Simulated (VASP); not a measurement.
# MnS (R-3m) in VASP: a series of runs, part 2 of 2

VASP 6.6.1. Earlier steps stand in the parts before.

### 3 Single point, PBE, collinear spin, ferromagnetic start

INCAR

```
SYSTEM = MnS
ADDGRID = .False.
ALGO = Normal
EDIFF = 1E-6
ENCUT = 900
GGA = PE
ISIF = 2
ISMEAR = 0
ISPIN = 2
LASPH = .True.
LCHARG = .False.
LMAXMIX = 4
LORBIT = 11
LREAL = .False.
LWAVE = .False.
MAGMOM = 4 0
NELM = 100
PREC = Accurate
SIGMA = 0.05
```

KPOINTS

```
k-points
0
Gamma
  4 4 4
  0 0 0
```

POSCAR

```
MnS
1.0
    1.8299960138      1.0565486912      2.9709202777
   -1.8299960138      1.0565486912      2.9709202777
    0.0000000000     -2.1130973823      2.9709202777
Mn S
1 1
Direct
    0.0000000000      0.0000000000      0.0000000000
    0.5000000000      0.5000000000      0.5000000000
```

Potentials or basis: VASP PAW PBE potentials, release 64 (Mn_pv, S_h).

Started as:

```bash
$ cat potpaw_PBE.64/Mn_pv/POTCAR potpaw_PBE.64/S_h/POTCAR > POTCAR
$ mpirun -np 1 vasp_std > vasp.out
```

OUTCAR:

```text
SYSTEM = MnS
   EDIFF = 1E-6
   ENCUT = 900
   GGA = PE
   ISIF = 2
   ISMEAR = 0
   ISPIN = 2
   LASPH = .True.
   LORBIT = 11
   LREAL = .False.
   NELM = 100
   PREC = Accurate

 Found     13 irreducible k-points:

 Following reciprocal coordinates:
            Coordinates               Weight
  0.000000  0.000000  0.000000      1.000000
  0.250000  0.000000  0.000000      6.000000
  0.500000  0.000000  0.000000      3.000000
  0.250000  0.250000  0.000000      6.000000
  0.500000  0.250000 -0.000000     12.000000
 -0.250000  0.250000  0.000000      6.000000
   k-points           NKPTS =     13   k-points in BZ     NKDIM =     13   number of bands    NBANDS=     15
   number of dos      NEDOS =    301   number of ions     NIONS =      2
   total plane-waves  NPLWV =  46656
   dimension x,y,z NGX =    36 NGY =   36 NGZ =   36
   dimension x,y,z NGXF=    72 NGYF=   72 NGZF=   72
   ions per type =               1   1
   NGX,Y,Z   is equivalent  to a cutoff of  16.42, 16.42, 16.42 a.u.
   NGXF,Y,Z  is equivalent  to a cutoff of  32.83, 32.83, 32.83 a.u.
 SYSTEM =  MnS
   PREC   = accura    normal or accurate (medium, high low for compatibility)
   ISTART =      0    job   : 0-new  1-cont  2-samecut
   ICHARG =      2    charge: 1-file 2-atom 10-const
   ISPIN  =      2    spin polarized calculation?
   LNONCOLLINEAR =      F non collinear calculations
   LSORBIT =      F    spin-orbit coupling
   LASPH  =      T    aspherical Exc in radial PAW
   ENCUT  =  900.0 eV  66.15 Ry    8.13 a.u.   8.92  8.92  8.92*2*pi/ulx,y,z
   NELM   =    100;   NELMIN=  2; NELMDL= -5     # of ELM steps
   EDIFF  = 0.1E-05   stopping-criterion for ELM
   LREAL  =      F    real-space projection
   EDIFFG = 0.1E-04   stopping-criterion for IOM
   NSW    =      0    number of steps for IOM
   IBRION =     -1    ionic relax: 0-MD 1-quasi-New 2-CG
   NFREE  =      0    steps in history (QN), initial steepest desc. (CG)
   ISIF   =      2    stress and relaxation
   ISYM   =      2    0-nonsym 1-usesym 2-fastsym
   POTIM  = 0.5000    time-step for ionic-motion
   TEBEG  =    0.0;   TEEND  =   0.0 temperature during run
   PSTRESS=    0.0 pullay stress
   NELECT =      19.0000    total number of electrons
   NUPDOWN=      -1.0000    fix difference up-down
   EMIN   =  10.00;   EMAX   =-10.00  energy-range for DOS
   EFERMI =   0.00;   METHOD = LEGACY
   ISMEAR =     0;   SIGMA  =   0.05  broadening in eV -4-tet -1-fermi 0-gaus
   EFERMI_NEDOS =   21; number of points for ismear=-14 and -15
[... 150 lines left out ...]

 spin component 2

 k-point     1 :       0.0000    0.0000    0.0000
  band No.  band energies     occupation
      1     -38.9903      1.00000
      2     -38.9891      1.00000
      3     -38.9891      1.00000
      4      -7.2885      1.00000
      5       5.4606      1.00000
      6       5.4606      1.00000
      7       5.5099      1.00000
      8       7.4321      0.95786
      9       7.4321      0.95786
     10       7.4614      0.81505
     11       7.5127      0.28989
     12       7.5127      0.28989
     13      10.1007      0.00000
     14      16.7938      0.00000
[... 77 lines left out ...]
      2     -38.9948      1.00000
      3     -38.9915      1.00000
      4      -6.0853      1.00000
      5       1.6756      1.00000
      6       3.0447      1.00000
      7       3.8142      1.00000
      8       8.1591      0.00000
      9       8.2874      0.00000
     10       8.5538      0.00000
     11       8.5593      0.00000
     12      10.2872      0.00000
     13      12.2890      0.00000
     14      14.5468      0.00000
     15      14.7817      0.00000

 [... further k-points ...]

------------------------ aborting loop because EDIFF is reached ----------------------------------------

  FORCE on cell =-STRESS in cart. coord.  units (eV):
  Direction    XX          YY          ZZ          XY          YZ          ZX
  --------------------------------------------------------------------------------------
  -------------------------------------------------------------------------------------
  Total       -1.0605635     -1.0605635     -0.9985927      0.0000000     -0.0000000     -0.0000000
  in kB      -49.3020926    -49.3020926    -46.4212746      0.0000000     -0.0000000     -0.0000000
  external PRESSURE =     -48.3418200 kB  Pullay stress =       0.0000000 kB

 VOLUME and BASIS-vectors are now :
 -----------------------------------------------------------------------------
  energy-cutoff  :      900.00
  volume of cell :       34.47
      direct lattice vectors                 reciprocal lattice vectors
     1.829996014  1.056548691  2.970920278     0.273224639  0.157746319  0.112198680
    -1.829996014  1.056548691  2.970920278    -0.273224639  0.157746319  0.112198680
     0.000000000 -2.113097382  2.970920278     0.000000000 -0.315492638  0.112198680

 POSITION                                       TOTAL-FORCE (eV/Angst)
 -----------------------------------------------------------------------------------
      0.00000      0.00000      0.00000        -0.000000      0.000000      0.000000
      0.00000      0.00000      4.45638         0.000000     -0.000000     -0.000000
 -----------------------------------------------------------------------------------
    total drift:                                0.000000      0.000000      0.000000

  FREE ENERGIE OF THE ION-ELECTRON SYSTEM (eV)
  ---------------------------------------------------
  free  energy   TOTEN  =       -14.0817927317 eV

  energy  without entropy=      -14.0764504332  energy(sigma->0) =      -14.07912158

 total charge

# of ion       s       p       d       tot
------------------------------------------
    1        0.214   6.166   4.962  11.343
    2        0.811   1.284   0.000   2.096
--------------------------------------------------
tot          1.026   7.451   4.962  13.439

 magnetization (x)

# of ion       s       p       d       tot
------------------------------------------
    1        0.048   0.037   3.949   4.035
    2        0.019   0.022   0.000   0.041
--------------------------------------------------
tot          0.067   0.060   3.949   4.076
```

OSZICAR:

```text
N       E                     dE             d eps       ncg     rms          rms(c)
DAV:   1     0.180800853345E+03    0.18080E+03   -0.14328E+04   780   0.196E+03
DAV:   2    -0.761527661841E+01   -0.18842E+03   -0.18067E+03   836   0.427E+02
DAV:   3    -0.151217964287E+02   -0.75065E+01   -0.74549E+01   920   0.885E+01
DAV:   4    -0.152419078867E+02   -0.12011E+00   -0.12005E+00   941   0.117E+01
DAV:   5    -0.152450950686E+02   -0.31872E-02   -0.31869E-02  1021   0.192E+00    0.940E+00
DAV:   6    -0.141932391573E+02    0.10519E+01   -0.86888E+00   826   0.373E+01    0.952E+00
DAV:   7    -0.140825480497E+02    0.11069E+00   -0.10249E+00   787   0.158E+01    0.512E+00
DAV:   8    -0.140862448834E+02   -0.36968E-02   -0.53756E-02   957   0.216E+00    0.258E+00
DAV:   9    -0.140810451980E+02    0.51997E-02   -0.11216E-02   844   0.140E+00    0.217E-01
DAV:  10    -0.140817056362E+02   -0.66044E-03   -0.20427E-03   948   0.480E-01    0.114E-01
DAV:  11    -0.140817601389E+02   -0.54503E-04   -0.18206E-04  1011   0.118E-01    0.532E-02
DAV:  12    -0.140817883598E+02   -0.28221E-04   -0.56590E-05   900   0.713E-02    0.298E-02
DAV:  13    -0.140817922290E+02   -0.38692E-05   -0.58446E-06   997   0.261E-02    0.141E-02
DAV:  14    -0.140817927317E+02   -0.50272E-06   -0.49761E-06   927   0.240E-02
   1 F= -.14081793E+02 E0= -.14079122E+02  d E =-.534230E-02  mag=     4.3756
```

It took 33 s on 1 thread of Intel Xeon Platinum 8488C (Sapphire Rapids), shared host; peak memory 0.24 GiB.

The run converged, but some of its settings lie outside the range that counts as converged, so its numbers aren't taken as properties of the crystal.

Results:

* Free energy: -14.0818 eV
* Pressure: -4.8 GPa
* Band gap on the k mesh: none (metal or under the smearing width)
* Net moment: 4.38 μB per cell
* Site moments: Mn +4.04; S +0.04 μB
* Valence electrons inside the program's atomic spheres: Mn 11.34; S 2.10

Caveat: the k mesh is coarse (spacing up to 0.53 Å⁻¹), so the values aren't converged; a cell with one magnetic atom can't hold antiferromagnetic order, which such compounds often take; semilocal functionals often make such compounds metallic where correlation or magnetic order opens a gap, which also shifts bond lengths.

### 4 Single point, PBE, collinear spin, ferromagnetic start

INCAR is that of step 3.

KPOINTS is that of step 3.

POSCAR

```
MnS
1.0
    1.8299960138      1.0565486912      2.9709202777
   -1.8299960138      1.0565486912      2.9709202777
    0.0000000000     -2.1130973823      2.9709202777
Mn S
1 1
Direct
   -0.0003430000      0.0039840000     -0.0109630000
    0.4802460000      0.5015880000      0.5288910000
```

Started as:

```bash
$ cat potpaw_PBE.64/Mn_pv/POTCAR potpaw_PBE.64/S_h/POTCAR > POTCAR
$ mpirun -np 1 vasp_std > vasp.out
```

Run time: 63 s. Hardware: 1 thread of Intel Xeon Platinum 8488C (Sapphire Rapids), shared host; peak memory 0.28 GiB.

The run converged, but some of its settings lie outside the range that counts as converged, so its numbers aren't taken as properties of the crystal.

Results:

```
Free energy                                           : -14.0555 eV
Pressure                                              : -4.1 GPa
Largest force                                         : 0.392 eV/Å
Band gap on the k mesh                                : none (metal or under the smearing width)
Net moment                                            : 4.38 μB per cell
Site moments                                          : Mn +4.04; S +0.04 μB
Valence electrons inside the program's atomic spheres : Mn 11.35; S 2.10
```

Caveat: the k mesh is coarse (spacing up to 0.53 Å⁻¹), so the values aren't converged; a cell with one magnetic atom can't hold antiferromagnetic order, which such compounds often take; semilocal functionals often make such compounds metallic where correlation or magnetic order opens a gap, which also shifts bond lengths.

### 5 Single point, PBE, collinear spin, ferromagnetic start

Changes to INCAR since step 4:

```diff
@@ -4,3 +4,3 @@
 EDIFF = 1E-6
-ENCUT = 900
+ENCUT = 600
 GGA = PE
```

KPOINTS

```
k-points
0
Gamma
  5 5 5
  0 0 0
```

POSCAR

```
MnS
1.0
    1.8299960138      1.0565486912      2.9709202777
   -1.8299960138      1.0565486912      2.9709202777
    0.0000000000     -2.1130973823      2.9709202777
Mn S
1 1
Direct
    0.0000000000      0.0000000000      0.0000000000
    0.5000000000      0.5000000000      0.5000000000
```

Started as:

```bash
$ cat potpaw_PBE.64/Mn_pv/POTCAR potpaw_PBE.64/S_h/POTCAR > POTCAR
$ mpirun -np 1 vasp_std > vasp.out
```

Run time: 25 s. Hardware: 1 thread of Intel Xeon Platinum 8488C (Sapphire Rapids), shared host; peak memory 0.18 GiB.

These settings aren't checked as converged: the numbers below hold their error.

What came out:

| Quantity | Value |
| --- | --- |
| Free energy | -14.0858 eV |
| Pressure | -2.8 GPa |
| Band gap on the k mesh | none (metal or under the smearing width) |
| Net moment | 4.55 μB per cell |
| Site moments | Mn +4.16; S +0.05 μB |
| Valence electrons inside the program's atomic spheres | Mn 11.34; S 2.10 |

Caveat: the k mesh is coarse (spacing up to 0.42 Å⁻¹), so the values aren't converged; a cell with one magnetic atom can't hold antiferromagnetic order, which such compounds often take; semilocal functionals often make such compounds metallic where correlation or magnetic order opens a gap, which also shifts bond lengths.

### 6 Single point, PBE, collinear spin, ferromagnetic start

INCAR is that of step 5.

KPOINTS is that of step 5.

POSCAR

```
MnS
1.0
    1.8299960138      1.0565486912      2.9709202777
   -1.8299960138      1.0565486912      2.9709202777
    0.0000000000     -2.1130973823      2.9709202777
Mn S
1 1
Direct
   -0.0003430000      0.0039840000     -0.0109630000
    0.4802460000      0.5015880000      0.5288910000
```

Potentials or basis: VASP PAW PBE potentials, release 64 (Mn_pv, S_h).

Started as:

```bash
$ cat potpaw_PBE.64/Mn_pv/POTCAR potpaw_PBE.64/S_h/POTCAR > POTCAR
$ mpirun -np 1 vasp_std > vasp.out
```

It took 80 s on 1 thread of Intel Xeon Platinum 8488C (Sapphire Rapids), shared host; peak memory 0.22 GiB.

The run converged, but some of its settings lie outside the range that counts as converged, so its numbers aren't taken as properties of the crystal.

Results:

| Property | Result |
| --- | --- |
| Free energy | -14.0632 eV |
| Pressure | -2.2 GPa |
| Largest force | 0.368 eV/Å |
| Band gap on the k mesh | none (metal or under the smearing width) |
| Net moment | 4.55 μB per cell |
| Site moments | Mn +4.15; S +0.06 μB |
| Valence electrons inside the program's atomic spheres | Mn 11.34; S 2.10 |

Caveat: the k mesh is coarse (spacing up to 0.42 Å⁻¹), so the values aren't converged; a cell with one magnetic atom can't hold antiferromagnetic order, which such compounds often take; semilocal functionals often make such compounds metallic where correlation or magnetic order opens a gap, which also shifts bond lengths.

### 7 The reference run

An earlier run on the cell as given: functional PBE; potentials or basis VASP PAW PBE potentials, release 64 (Mn_pv, S); cutoff 520 eV; k mesh 9 × 9 × 9; occupations fermi-dirac, width 0.05 eV; collinear spin, ferromagnetic start; starting moments [4.0, 0.0] μB.

* Pressure: -1.6 GPa
* Band gap on the k mesh: none (metal or under the smearing width)
* Net moment: 4.66 μB per cell
* Site moments: Mn +4.22; S +0.10 μB
* Valence electrons inside the program's atomic spheres: Mn 11.33; S 3.73
